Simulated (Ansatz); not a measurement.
# GaSb: the cost of one run

Computed with Ansatz 0.2.0 (DFT PBEsol, scalar-relativistic, plane waves, PAW, unless a step's input says otherwise).

The COD entry's cell or inner coordinates are ideal or old and differ from later refinements, so a difference from it is no clean test against experiment.

2 further runs of the same task are left out: 2 set aside as unsound or not needed.

### Step 1. The structure to begin with

Symmetry: F-43m, No. 216, cubic system. The conventional cell has a = 6.113 Å, b = 6.113 Å, c = 6.113 Å, α = 90.00°, β = 90.00°, γ = 90.00°. Ga (site symmetry -43m) has 4 Sb at 2.65 Å as nearest neighbours. Around Sb (site symmetry -43m) lie 4 Ga at 2.65 Å.

Coordinates:

```cif
data_structure
_symmetry_space_group_name_H-M 'F-43m'
_symmetry_Int_Tables_number 216
_cell_length_a 6.1125
_cell_length_b 6.1125
_cell_length_c 6.1125
_cell_angle_alpha 90.000
_cell_angle_beta 90.000
_cell_angle_gamma 90.000
_cell_volume 228.38
loop_
_atom_site_label
_atom_site_type_symbol
_atom_site_symmetry_multiplicity
_atom_site_Wyckoff_symbol
_atom_site_fract_x
_atom_site_fract_y
_atom_site_fract_z
_atom_site_occupancy
Ga1 Ga 4 a 0.00000 0.00000 0.00000 1
Sb1 Sb 4 c 0.25000 0.25000 0.25000 1
```

It is the result of an earlier relaxation at this level (volume 28.55 Å³/atom; gap on the mesh: none (metal)).

### Step 2. Relaxing at 25 GPa

At a set pressure the run lowers the enthalpy E + PV, so the energy alone may rise along the way.

input.yaml reads:

```yaml
crystal:
  lattice:
    - [0.0, 3.0562701467, 3.0562701467]
    - [3.0562701467, 0.0, 3.0562701467]
    - [3.0562701467, 3.0562701467, 0.0]
  atoms:
    - { symbol: Ga, position: [0.0, 0.0, 0.0] }
    - { symbol: Sb, position: [0.75, 0.75, 0.75] }
basis:
  ecutwfc: 420
kpoints:
  mp_grid: { grid: [12, 12, 12] }
hamiltonian:
  xc: pbesol
scf:
  occupations: { method: fermi_dirac, width: 0.15 }
output:
  forces: true
  stress: true
  eigenvalues: true
relax:
  adjacent_minimum: "off"
  f_tol: 0.001
  max_steps: 60
  cell: { stress_tol: 0.02, p_target: 25.0 }
```

On the command line:

```console
ansatz run input.yaml --threads 1 --pin off --max-ram 3072MiB --backend cpu --events-out ev --progress --plain --runs-dir out
```

Q: Estimate wall time and peak memory on 1 thread of Arm Neoverse V1, shared host.

About 70 s, with a peak of 0.4 GiB.
